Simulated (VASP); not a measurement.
A run of VASP 6.6.1:

INCAR

```
PREC = Accurate ; ENCUT = 520
EDIFF = 1E-6 ; ISMEAR = 0
SIGMA = 0.1 ; LREAL = F
LASPH = T ; NELM = 100
ALGO = Fast ; ISIF = 2
LWAVE = F ; LCHARG = T
GGA = PS ; LELF = T
LVHAR = T ; NBANDS = 11
```

The input KPOINTS:

```
Automatic mesh
0
Gamma
  15 15 10
```

File POSCAR:

```
MgB2
1.0
    3.0850007055      0.0000000000      0.0000000000
   -1.5425003528      2.6716889817      0.0000000000
    0.0000000000      0.0000000000      3.5230000000
Mg B
1 2
Direct
    0.0000000000      0.0000000000      0.0000000000
    0.3333333333      0.6666666667      0.5000000000
    0.7927049272      0.4273936831      0.5381521431
```

Potentials or basis: VASP PAW PBE potentials, release 64 (Mg, B).

Run with:

```sh
$ cat potpaw_PBE.64/Mg/POTCAR potpaw_PBE.64/B/POTCAR > POTCAR
$ mpirun -np 1 vasp_std > vasp.out
```

Hardware: 1 thread of Intel(R) Xeon(R) Platinum 8375C CPU @ 2.90GHz (Ice Lake), with other jobs on the host.

Estimate the wall time of this run.

Wall time 5.8 min on 1 thread of Intel(R) Xeon(R) Platinum 8375C CPU @ 2.90GHz (Ice Lake), on a shared host, peak memory 0.47 GiB. Counts: scf iterations 12, k points 1126.
